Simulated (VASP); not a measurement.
# W (Im-3m) in VASP: relaxation of cell and atoms with PBE

Aim: the relaxation of cell and atoms of W with PBE.

Program: VASP 6.6.1. These are calculated values, not measurements. Logs are shortened: lines on timing, memory, paths and dates and some standing lists are left out, and cuts for length are marked.

## Step 1: The crystal as given

The structure is cubic, space group Im-3m (No. 229). The conventional cell has a = 3.180 Å, b = 3.180 Å, c = 3.180 Å, α = 90.00°, β = 90.00°, γ = 90.00°. W (site symmetry m-3m) has 8 W at 2.75 Å as nearest neighbours.

The cell was built by a generator and needn't be a form met in nature.

## Step 2: Relaxation of cell and atoms, PBE

INCAR

```
ALGO     = Normal         # electronic algorithm
EDIFF    = 1E-7           # SCF threshold, eV
EDIFFG   = -0.02          # ionic threshold
ENCUT    = 600            # plane-wave cutoff, eV
GGA      = PE             # functional
IBRION   = 2              # ionic algorithm
ISIF     = 3              # what is computed and relaxed
ISMEAR   = 1              # smearing method
KPAR     = 8            
LASPH    = True           # aspherical terms in the spheres
LCHARG   = False          # write CHGCAR
LREAL    = False          # projectors in reciprocal space
LWAVE    = False          # write WAVECAR
NELM     = 100            # most SCF steps
NSW      = 40             # ionic steps
PREC     = Accurate       # precision mode
SIGMA    = 0.2            # smearing width, eV
```

KPOINTS

```
k-points
0
Gamma
  40 40 40
```

POSCAR

```
W
1.0
   -1.5900000000      1.5900000000      1.5900000000
    1.5900000000     -1.5900000000      1.5900000000
    1.5900000000      1.5900000000     -1.5900000000
W
1
Direct
    0.0000000000      0.0000000000      0.0000000000
```

Potentials or basis: VASP PAW PBE potentials, release 64 (W_sv).

Run with:

```
$ cat potpaw_PBE.64/W_sv/POTCAR > POTCAR
$ mpirun -np 8 vasp_std > vasp.out
```

OUTCAR:

```text
EDIFF = 1E-7
   EDIFFG = -0.02
   ENCUT = 600
   GGA = PE
   IBRION = 2
   ISIF = 3
   ISMEAR = 1
   LASPH = True
   LREAL = False
   NELM = 100
   NSW = 40
   PREC = Accurate

 ion  position               nearest neighbor table
   1  0.000  0.000  0.000-

  LATTYP: Found a body centered cubic cell.
 ALAT       =     3.1800000000

  Lattice vectors:

 A1 = (  -1.5900000000,   1.5900000000,   1.5900000000)
 A2 = (   1.5900000000,  -1.5900000000,   1.5900000000)
 A3 = (   1.5900000000,   1.5900000000,  -1.5900000000)

Analysis of symmetry for initial positions (statically):
=====================================================================
 Subroutine PRICEL returns:
 Original cell was already a primitive cell.

 Routine SETGRP: Setting up the symmetry group for a
 body centered cubic supercell.

 Subroutine GETGRP returns: Found 48 space group operations
 (whereof 48 operations were pure point group operations)
 out of a pool of 48 trial point group operations.

The static configuration has the point symmetry O_h .

Analysis of symmetry for dynamics (positions and initial velocities):
=====================================================================
 Subroutine PRICEL returns:
 Original cell was already a primitive cell.

 Routine SETGRP: Setting up the symmetry group for a
 body centered cubic supercell.

 Subroutine GETGRP returns: Found 48 space group operations
 (whereof 48 operations were pure point group operations)
 out of a pool of 48 trial point group operations.

The dynamic configuration has the point symmetry O_h .

 Subroutine INISYM returns: Found 48 space group operations
 (whereof 48 operations are pure point group operations),
 and found     1 'primitive' translations

----------------------------------------------------------------------------------------

                                     Primitive cell

  volume of cell :      16.0787

  direct lattice vectors                    reciprocal lattice vectors
    -1.590000000  1.590000000  1.590000000     0.000000000  0.314465409  0.314465409
     1.590000000 -1.590000000  1.590000000     0.314465409  0.000000000  0.314465409
     1.590000000  1.590000000 -1.590000000     0.314465409  0.314465409  0.000000000

  length of vectors
     2.753960784  2.753960784  2.753960784     0.444721246  0.444721246  0.444721246

  position of ions in fractional coordinates (direct lattice)
     0.000000000  0.000000000  0.000000000

  ion indices of the primitive-cell ions
   primitive index   ion index
                 1           1

[... 89 lines left out ...]
   IMIX   =      4    mixing-type and parameters
     AMIX     =   0.40;   BMIX     =  1.00
     AMIX_MAG =   1.60;   BMIX_MAG =  1.00
  volume/ion in A,a.u.               =      16.08       108.50
  Fermi-wavevector in a.u.,A,eV,Ry     =   1.563269  2.954150 33.250054  2.443810
  Thomas-Fermi vector in A             =   2.666065
   LORBIT       =      0    0 simple, 1 ext, 2 COOP (PROOUT), +10 PAW based schemes
   GGA     = PE    functional components
   LHFCALC =     F    Hartree Fock is set to
   AEXX    =    0.0000 exact exchange contribution
   IVDW    =     0    specifies the selected vdW correction
   LEPSILON=     F    determine dielectric tensor
   LRPA    =     F    only Hartree local field effects (RPA)
 conjugate gradient relaxation of ions
 non-spin polarized calculation
 Methfessel and Paxton  Order N= 1 SIGMA  =   0.20
  energy-cutoff  :      600.00
  volume of cell :       16.08
 maximum number of plane-waves:       555
 NGX is ok and might be reduce to    24
   NGX = 11   NGY = 11   NGZ = 11

--------------------------------------- Ionic step        1  -------------------------------------------

 number of electron      14.0000002 magnetization

 Free energy of the ion-electron system (eV)
  ---------------------------------------------------
  ext. energy  EPLUGINS =         0.00000000
  ---------------------------------------------------
  free energy    TOTEN  =       -12.95451425 eV

  energy without entropy =      -12.95474440  energy(sigma->0) =      -12.95459097

------------------------ aborting loop because EDIFF is reached ----------------------------------------

  FORCE on cell =-STRESS in cart. coord.  units (eV):
  Direction    XX          YY          ZZ          XY          YZ          ZX
  --------------------------------------------------------------------------------------
  -------------------------------------------------------------------------------------
  Total        0.1635222      0.1635222      0.1635222      0.0000000      0.0000000      0.0000000
  in kB       16.2943127     16.2943127     16.2943127      0.0000000      0.0000000      0.0000000
  external PRESSURE =      16.2943127 kB  Pullay stress =       0.0000000 kB
[... 57 lines left out ...]
--------------------------------------- Ionic step        3  -------------------------------------------

 number of electron      14.0000002 magnetization

 Free energy of the ion-electron system (eV)
  ---------------------------------------------------
  ext. energy  EPLUGINS =         0.00000000
  ---------------------------------------------------
  free energy    TOTEN  =       -12.95494016 eV

  energy without entropy =      -12.95516590  energy(sigma->0) =      -12.95501540

 E-fermi :  11.1797     XC(G=0): -13.5307

 val. band max:       11.1793830240   @ k =  -0.2750   0.3250   0.1500
 cond. band min:      11.1801336791   @ k =  -0.3000   0.3000   0.2750
 fundamental gap:      0.0007506550
 Fermi energy:        11.1796826641

 k-point     1 :       0.0000    0.0000    0.0000
  band No.  band energies     occupation
      1     -63.0491      2.00000
      2     -26.6387      2.00000
      3     -26.6387      2.00000
      4     -26.6387      2.00000
      5       1.6344      2.00000
      6       9.9650      2.00000
      7       9.9650      2.00000
      8       9.9650      2.00000
      9      13.3772     -0.00000
     10      13.3772     -0.00000
     11      25.6356      0.00000
[... 309 lines left out ...]
 k-point    24 :       0.0750    0.0250    0.0000
  band No.  band energies     occupation
      1     -63.0396      2.00000
      2     -26.7407      2.00000
      3     -26.6670      2.00000
      4     -26.6420      2.00000
      5       2.0143      2.00000
      6       9.7524      2.00000
      7       9.8823      2.00000
      8      10.3415      2.00000
      9      13.0392     -0.00000
     10      13.3890     -0.00000
     11      25.9377      0.00000

 [... further k-points ...]
[... 5 lines left out ...]
  --------------------------------------------------------------------------------------
  -------------------------------------------------------------------------------------
  Total        0.0001052      0.0001052      0.0001052     -0.0000000     -0.0000000      0.0000000
  in kB        0.0104266      0.0104266      0.0104266     -0.0000000     -0.0000000      0.0000000
  external PRESSURE =       0.0104266 kB  Pullay stress =       0.0000000 kB
[... 16 lines left out ...]
  FREE ENERGIE OF THE ION-ELECTRON SYSTEM (eV)
  ---------------------------------------------------
  free  energy   TOTEN  =       -12.9549401552 eV

  energy  without entropy=      -12.9551659005  energy(sigma->0) =      -12.95501540

 reached required accuracy - stopping structural energy minimisation
```

CONTCAR:

```text
W
   1.00000000000000
    -1.5928109402721053    1.5928109402721053    1.5928109402721053
     1.5928109402721053   -1.5928109402721053    1.5928109402721053
     1.5928109402721053    1.5928109402721053   -1.5928109402721053
  W
     1
Direct
     0.0000000000000000    0.0000000000000000    0.0000000000000000

  0.00000000E+00  0.00000000E+00  0.00000000E+00
```

It took 56 s on 8 MPI ranks of Intel Xeon Platinum 8488C (Sapphire Rapids), shared host; peak memory 0.45 GiB.

Results:

| Property | Result |
| --- | --- |
| Free energy | -12.9549 eV |
| Relaxed volume | 16.16 Å³/atom |
| Relaxed cell | a = 2.759 Å, b = 2.759 Å, c = 2.759 Å, α = 109.47°, β = 109.47°, γ = 109.47° |
| Space group after relaxing (to 0.05 Å) | Im-3m (No. 229) |
| Energy gained by relaxing | 0.4 meV/atom |
| Ionic steps | 3 |
| Pressure after relaxing | 0.0 GPa |
| Band gap on the k mesh | none (metal or under the smearing width) |

The path:
```
step  energy change (eV)  largest force (eV/Å)  pressure (GPa)  volume (Å³)
   1              0.0000                0.0000            1.63        16.08
   2              0.0047                0.0000           -5.37        16.46
   3             -0.0004                0.0000            0.00        16.16
```

Final structure:
```
W
1.0
    -1.59281    1.59281    1.59281
     1.59281   -1.59281    1.59281
     1.59281    1.59281   -1.59281
W
1
Cartesian
  0.0000 0.0000 0.0000
```

Levels at points of the mesh, in eV from the Fermi level:
```tsv
k point	band 3	band 4	band 5	band 6	band 7	band 8	band 9	band 10	band 11
(0.00, 0.00, 0.00)	-37.82	-37.82	-9.55	-1.21	-1.21	-1.21	2.20	2.20	14.46
(0.50, 0.00, 0.00)	-38.21	-37.82	-6.17	-3.49	0.60	2.08	3.03	5.96	10.75
(0.50, 0.50, 0.50)	-38.67	-38.67	-5.70	-5.70	5.01	5.01	5.01	8.07	8.07
```

Spin-orbit coupling is left out, which matters for the levels of W.
